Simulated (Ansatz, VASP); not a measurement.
# Ga3AsP2 in two plane-wave programs, part 2 of 2

One calculation is typed for both programs; each brings its own data sets. How far apart do they land? The cell is taken from a series of runs on this material, whose earlier steps may have relaxed, scaled, displaced or heated it; both programs get it as it stands.

VASP 6.6.1 and Ansatz 0.2.0.

So far: The structure; Ansatz: single point, PBEsol, spin-orbit coupling.

### 3. VASP: single point, PBEsol, spin-orbit coupling

Level of this step: PBEsol, spin-orbit coupling; plane waves and PAW (Ga_d, As, P) (VASP).

The same cell, functional, mesh and smearing now go to VASP, with its own data sets.

Lines of VASP's logs that name or quote its potential files are left out, and so is its time.

File INCAR:

```
SYSTEM = Ga3AsP2
PREC = Accurate
ENCUT = 400
EDIFF = 1E-06
NELM = 200
ISMEAR = -1
SIGMA = 0.02
LREAL = .FALSE.
ALGO = Normal
GGA = PS
LNONCOLLINEAR = .TRUE.
MAGMOM = 0 0 0 0 0 0 0 0 0 0 0 0 0 0 0 0 0 0 0 0 0 0 0 0 0 0 0 0 0 0 0 0 0 0 0 0
NBANDS = 132
GGA_COMPAT = .FALSE.
LASPH = .TRUE.
LSORBIT = .TRUE.
LORBIT = 11
LWAVE = .FALSE.
LCHARG = .FALSE.
ISIF = 2
EFERMI = MIDGAP
KPAR = 2
```

File POSCAR:

```
Ga3AsP2
1.0
    3.9000961645      0.0000000000      0.0000000000
    0.0000000000      3.9000961645      0.0000000000
    0.0000000000      0.0000000000     16.5097913006
Ga As P
6 2 4
Direct
    0.0000000000      0.0000000000      0.0406770084
    0.5000000000      0.5000000000      0.2155352080
    0.0000000000      0.0000000000      0.3903934076
    0.5000000000      0.5000000000      0.5530310174
    0.0000000000      0.0000000000      0.7155352080
    0.5000000000      0.5000000000      0.8780393986
    0.5000000000      0.0000000000      0.1281726223
    0.0000000000      0.5000000000      0.3028977937
    0.5000000000      0.0000000000      0.4716572027
    0.0000000000      0.5000000000      0.6342792214
    0.5000000000      0.0000000000      0.7967911945
    0.0000000000      0.5000000000      0.9594132133
```

File KPOINTS:

```
Automatic mesh
0
Gamma
6 6 2
0 0 0
```

PAW data sets: Ga_d, As and P (PBE family, release 64).

The run is started by

```console
$ mpirun -np 2 vasp_ncl
```

Numbers of over 12 decimals in the logs are rounded to 6 here.

The program printed:

```text
[banner, memory and clock lines left out]
running    2 mpi-ranks, on    1 nodes
 distrk:  each k-point on    1 cores,    2 groups
 distr:  one band on    1 cores,    1 groups

 POSCAR found type information on POSCAR GaAsP
 POSCAR found :  3 types and      12 ions
|                                                                             |
|               ----> ADVICE to this user running VASP <----                  |
|                                                                             |
|     You enforced a specific xc type in the INCAR file but a different       |
|     [... a line on the potential file left out ...]
|     I HOPE YOU KNOW WHAT YOU ARE DOING!                                     |
|                                                                             |

 LDA part: xc-table for (Slater+PW92), standard interpolation
 POSCAR, INCAR and KPOINTS ok, starting setup
 FFT: planning ... GRIDC
 FFT: planning ... GRID_SOFT
 FFT: planning ... GRID
 WAVECAR not read
 entering main loop
       N       E                     dE             d eps       ncg     rms          rms(c)
DAV:   1     0.111392117879E+04    0.11139E+04   -0.37742E+04  5432   0.206E+03
DAV:   2     0.192123615084E+03   -0.92180E+03   -0.88958E+03  5472   0.585E+02
DAV:   3    -0.352260939535E+02   -0.22735E+03   -0.21288E+03  6440   0.201E+02
DAV:   4    -0.574853066290E+02   -0.22259E+02   -0.21766E+02  6240   0.618E+01
DAV:   5    -0.593294945425E+02   -0.18442E+01   -0.18355E+01  7812   0.179E+01    0.943E+00
DAV:   6    -0.580103119392E+02    0.13192E+01   -0.25977E+00  7616   0.158E+01    0.546E+00
DAV:   7    -0.578186842405E+02    0.19163E+00   -0.13970E+00  6228   0.496E+00    0.154E+00
DAV:   8    -0.578080721066E+02    0.10612E-01   -0.29469E-01  6216   0.601E+00    0.494E-01
DAV:   9    -0.578105447800E+02   -0.24727E-02   -0.46981E-02  6820   0.240E+00    0.196E-01
DAV:  10    -0.578101525335E+02    0.39225E-03   -0.80153E-03  7080   0.103E+00    0.804E-02
DAV:  11    -0.578104846049E+02   -0.33207E-03   -0.26326E-03  6108   0.449E-01    0.482E-02
DAV:  12    -0.578106161750E+02   -0.13157E-03   -0.55923E-04  6936   0.361E-01    0.162E-02
DAV:  13    -0.578106324189E+02   -0.16244E-04   -0.16031E-04  5924   0.157E-01    0.102E-02
DAV:  14    -0.578106351637E+02   -0.27448E-05   -0.49061E-05  6552   0.104E-01    0.582E-03
DAV:  15    -0.578106375746E+02   -0.24108E-05   -0.26827E-05  7296   0.560E-02    0.281E-03
DAV:  16    -0.578106387309E+02   -0.11564E-05   -0.12734E-05  6244   0.270E-02    0.143E-03
DAV:  17    -0.578106388587E+02   -0.12773E-06   -0.99794E-07  3684   0.830E-03
   1 F= -.57810639E+02 E0= -.57810639E+02  d E =-.887643E-14  mag=     0.0000     0.0000    -0.0000
```

From OUTCAR (step 3):

```text
ion  position               nearest neighbor table
   1  0.000  0.000  0.041-  12 2.37  12 2.37   7 2.43   7 2.43
   2  0.500  0.500  0.216-   7 2.43   8 2.43   7 2.43   8 2.43
   3  0.000  0.000  0.390-   9 2.37   9 2.37   8 2.43   8 2.43
   4  0.500  0.500  0.553-  10 2.37  10 2.37   9 2.37   9 2.37
   5  0.000  0.000  0.716-  11 2.37  11 2.37  10 2.37  10 2.37
   6  0.500  0.500  0.878-  11 2.37  11 2.37  12 2.37  12 2.37
   7  0.500  0.000  0.128-   2 2.43   2 2.43   1 2.43   1 2.43
   8  0.000  0.500  0.303-   2 2.43   2 2.43   3 2.43   3 2.43
   9  0.500  0.000  0.472-   3 2.37   3 2.37   4 2.37   4 2.37
  10  0.000  0.500  0.634-   4 2.37   4 2.37   5 2.37   5 2.37
  11  0.500  0.000  0.797-   6 2.37   6 2.37   5 2.37   5 2.37
  12  0.000  0.500  0.959-   1 2.37   1 2.37   6 2.37   6 2.37

  LATTYP: Found a simple tetragonal cell.
 ALAT       =     3.9000961645
 C/A-ratio  =     4.2331754409

 Subroutine GETGRP returns: Found  8 space group operations
 (whereof  4 operations were pure point group operations)

The static configuration has the point symmetry C_2v.
 The point group associated with its full space group is D_2d.

 Found     20 irreducible k-points:

   k-points           NKPTS =     20   k-points in BZ     NKDIM =     20   number of bands    NBANDS=    132

   dimension x,y,z NGX =    28 NGY =   28 NGZ =  108
   dimension x,y,z NGXF=    56 NGYF=   56 NGZF=  216

   ENCUT  =  400.0 eV  29.40 Ry    5.42 a.u.   6.36  6.36 26.92*2*pi/ulx,y,z

   NELECT =     108.0000    total number of electrons

 k-points in reciprocal lattice and weights: Automatic mesh
   0.00000000  0.00000000  0.00000000       0.014
   0.16666667  0.00000000  0.00000000       0.056
   0.33333333  0.00000000  0.00000000       0.056
   0.50000000  0.00000000  0.00000000       0.028
   0.16666667  0.16666667  0.00000000       0.056
   0.33333333  0.16666667  0.00000000       0.111
   0.50000000  0.16666667  0.00000000       0.056
   0.33333333  0.33333333  0.00000000       0.056
   0.50000000  0.33333333  0.00000000       0.056
[...]
0.50000000  0.33333333  0.50000000       0.056
   0.50000000  0.50000000  0.50000000       0.014

 average (electrostatic) potential at core
       1 -65.5157       2 -65.4852       3 -65.5157       4 -65.5462       5 -65.5480
       6 -65.5462       7 -49.4323       8 -49.4323       9 -83.7627      10 -83.7522
      11 -83.7522      12 -83.7627

 E-fermi :   5.0567

 k-point     1 :       0.0000    0.0000    0.0000
  band No.  band energies     occupation
    ...
    104       4.2425      1.00000
    105       4.4144      1.00000
    106       4.4144      1.00000
    107       4.4618      1.00000
    108       4.4618      1.00000
    109       5.6517      0.00000
    110       5.6517      0.00000
    111       5.6881      0.00000
    112       5.6881      0.00000
    113       5.7387      0.00000
    ...

 k-point     2 :       0.1667    0.0000    0.0000
  band No.  band energies     occupation
    ...
    104       3.5347      1.00000
    105       3.6434      1.00000
    106       3.6541      1.00000
    107       4.2981      1.00000
    108       4.3030      1.00000
    109       5.9992      0.00000
    110       6.0003      0.00000
    111       6.4159      0.00000
    112       6.4160      0.00000
    113       6.6099      0.00000
    ...

 k-point     3 :       0.3333    0.0000    0.0000
  band No.  band energies     occupation
    ...
    104       3.4410      1.00000
    105       3.4575      1.00000
    106       3.4707      1.00000
    107       3.9780      1.00000
    108       3.9813      1.00000
    109       5.9015      0.00000
    110       5.9025      0.00000
    111       5.9348      0.00000
    112       5.9355      0.00000
    113       6.5411      0.00000
    ...

  Total       -0.3288448     -0.3288448     -0.3255408      0.0000000      0.0000000      0.0000000
  in kB       -2.0980188     -2.0980188     -2.0769392      0.0000000      0.0000000      0.0000000
  external PRESSURE =      -2.0909923 kB  Pullay stress =       0.0000000 kB

  energy-cutoff  :      400.00
  volume of cell :      251.13
      direct lattice vectors                 reciprocal lattice vectors
     3.900096164  0.000000000  0.000000000     0.256403934  0.000000000  0.000000000
     0.000000000  3.900096164  0.000000000     0.000000000  0.256403934  0.000000000
     0.000000000  0.000000000 16.509791301     0.000000000  0.000000000  0.060570118

 POSITION                                       TOTAL-FORCE (eV/Angst)
 -----------------------------------------------------------------------------------
      0.00000      0.00000      0.67157         0.000000      0.000000     -0.022099
      1.95005      1.95005      3.55844         0.000000      0.000000      0.000000
      0.00000      0.00000      6.44531         0.000000      0.000000      0.022099
      1.95005      1.95005      9.13043         0.000000      0.000000      0.000881
      0.00000      0.00000     11.81334         0.000000      0.000000      0.000000
      1.95005      1.95005     14.49625         0.000000      0.000000     -0.000881
      1.95005      0.00000      2.11610         0.000000      0.000000      0.000273
      0.00000      1.95005      5.00078         0.000000      0.000000     -0.000273
      1.95005      0.00000      7.78696         0.000000      0.000000     -0.000664
      0.00000      1.95005     10.47182         0.000000      0.000000     -0.000256
      1.95005      0.00000     13.15486         0.000000      0.000000      0.000256
      0.00000      1.95005     15.83971         0.000000      0.000000      0.000664
 -----------------------------------------------------------------------------------
    total drift:                                0.000000      0.000000      0.000307

  FREE ENERGIE OF THE ION-ELECTRON SYSTEM (eV)
  ---------------------------------------------------
  free  energy   TOTEN  =       -57.8106388587 eV

  energy  without entropy=      -57.8106388587  energy(sigma->0) =      -57.81063886

 Spin-Orbit-Coupling matrix elements
 Ion:    1  E_soc:     -0.0119585
 Ion:    2  E_soc:     -0.0121898
 Ion:    3  E_soc:     -0.0119585
 Ion:    4  E_soc:     -0.0117350
 Ion:    5  E_soc:     -0.0117376
 Ion:    6  E_soc:     -0.0117350
 Ion:    7  E_soc:     -0.0235938
 Ion:    8  E_soc:     -0.0235938
 Ion:    9  E_soc:     -0.0009015
 Ion:   10  E_soc:     -0.0008975
 Ion:   11  E_soc:     -0.0008975
 Ion:   12  E_soc:     -0.0009015

 total charge
# of ion       s       p       d       tot
------------------------------------------
    1        0.873   0.838  10.005  11.715
    2        0.882   0.833  10.000  11.714
    3        0.873   0.838  10.005  11.715
    4        0.864   0.843  10.010  11.717
    5        0.864   0.844  10.010  11.718
    6        0.864   0.843  10.010  11.717
    7        1.208   1.616   0.033   2.857
    8        1.208   1.616   0.033   2.857
    9        1.019   1.499   0.000   2.518
   10        1.018   1.502   0.000   2.520
   11        1.018   1.502   0.000   2.520
   12        1.019   1.499   0.000   2.518
--------------------------------------------------
tot         11.711  14.274  60.105  86.089

 magnetization (x)
# of ion       s       p       d       tot
------------------------------------------
    1        0.000   0.000   0.000   0.000
    2        0.000   0.000   0.000   0.000
    3        0.000   0.000   0.000   0.000
    4        0.000   0.000   0.000   0.000
    5        0.000   0.000   0.000   0.000
    6        0.000   0.000   0.000   0.000
    7        0.000   0.000   0.000   0.000
    8        0.000   0.000   0.000   0.000
    9        0.000   0.000   0.000   0.000
   10        0.000   0.000   0.000   0.000
   11        0.000   0.000   0.000   0.000
   12        0.000   0.000   0.000   0.000
--------------------------------------------------
tot          0.000   0.000   0.000   0.000

 magnetization (y)
# of ion       s       p       d       tot
------------------------------------------
    1        0.000   0.000   0.000   0.000
    2        0.000   0.000   0.000   0.000
    3        0.000   0.000   0.000   0.000
    4        0.000   0.000   0.000   0.000
    5        0.000   0.000   0.000   0.000
    6        0.000   0.000   0.000   0.000
    7        0.000   0.000   0.000   0.000
    8        0.000   0.000   0.000   0.000
    9        0.000   0.000   0.000   0.000
   10        0.000   0.000   0.000   0.000
   11        0.000   0.000   0.000   0.000
   12        0.000   0.000   0.000   0.000
--------------------------------------------------
tot          0.000   0.000   0.000   0.000

 magnetization (z)
# of ion       s       p       d       tot
------------------------------------------
    1        0.000   0.000   0.000   0.000
    2        0.000   0.000   0.000   0.000
    3        0.000   0.000   0.000   0.000
    4        0.000   0.000   0.000   0.000
    5        0.000   0.000   0.000   0.000
    6        0.000   0.000   0.000   0.000
    7        0.000   0.000   0.000   0.000
    8        0.000   0.000   0.000   0.000
    9        0.000   0.000   0.000   0.000
   10        0.000   0.000   0.000   0.000
   11        0.000   0.000   0.000   0.000
   12        0.000   0.000   0.000   0.000
--------------------------------------------------
tot          0.000   0.000   0.000   0.000

[... 3 further parts left out ...]
```

The run ends at a pressure of -0.21 GPa, with forces up to 0.022 eV/Å.

### 4. Comparison

Known differences besides the potentials themselves: spin-orbit coupling enters by fully relativistic files in Ansatz and inside the spheres in VASP; the data sets hold 128 valence electrons in Ansatz (on its PAW fully relativistic soft_1 files) and 108 in VASP; the cutoff is 420 eV in Ansatz and 400 eV in VASP; Ansatz makes its cores anew for this functional, VASP keeps those of its PBE data sets. Total energies have different zeros and are not compared.

The two programs side by side:

| quantity | Ansatz | VASP | difference |
| --- | --- | --- | --- |
| gap on the k mesh (eV) | 1.183 | 1.190 | -0.007 |

A gap on the mesh is an upper bound, since the band edges may lie between its points.

### 5. Outcome

- difference in gap on the k mesh (single point, PBEsol, spin-orbit coupling): -0.0065 eV

In words: The difference in gap on the k mesh is -0.0065 eV (single point, PBEsol, spin-orbit coupling), within the 0.08 eV picked in this series as the mark of a large difference. The data sets hold unlike numbers of valence electrons (128 in Ansatz and 108 in VASP), so part of the differences comes from the potentials. How closely two codes agree says nothing of how well the functional describes the real material.

[Lines on the potential files, build, host, timing and source positions are cut from VASP's logs without a mark.]

[Logs are printed without paths, hosts, clocks, repeated set-up lines and the standing remarks that a program may print on its own settings, such as how far it seeks lower states.]

[Hosts, paths, dates, database ids (printed as entryN), source tags and the programs' standing remarks are cut or masked in the printed files.]
